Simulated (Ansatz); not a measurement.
# TaC under pressure: fit and missing row

TaC, Fm-3m, a = 4.440 Å. Ansatz: PBEsol, PAW, 420 eV, Γ-centred 16×16×16 mesh on 2 atoms, Gaussian smearing 0.10 eV; no spin polarisation. Cell and atoms are relaxed at each pressure, and no other structure is tried, so the rows at high pressure may lie past a change of phase.

```
V (Å³/atom) P (GPa)
      9.584    60.01
          ?    30.00
     10.509    15.00
     10.700     7.94
     10.844     3.06
     10.940    -0.04
     11.037    -3.04
```

Question: Take V0 = 10.940 Å³/atom, count pressures from its P0 = -0.04 GPa, fit the third-order Birch–Murnaghan form to the other rows, and predict the missing volume.

Answer: With the Eulerian strain f = ½[(V0/V)^(2/3) − 1] and y = (P − P0)/[3f(1 + 2f)^(5/2)], the form is the line y = B0 + 1.5 B0 (B0′ − 4) f. Rows (f, y): 0.04611, 348.2; 0.01358, 345.2; 0.00745, 344.1; 0.00295, 345.2; -0.00293, 346.3. Means f = 0.01343, y = 345.80; Σ(Δf)² = 0.001481, ΣΔfΔy = 0.08662; the slope is their ratio. y = 345.0 + 58.48 f GPa, so B0 = 345.0 GPa and B0′ = 4 + 2 × (58.48)/(3 × 345.0) = 4.11. P = 30.00 GPa is met at f = 0.02552 (y = 346.49), so V = V0 (1 + 2f)^(−3/2) = 10.153 Å³/atom. The run gave 10.153 Å³/atom, the same to the digits shown.

The mesh isn't the same in all rows (16×16×16, 18×18×18). Spin–orbit coupling is left out, which can shift energies with elements as heavy as these.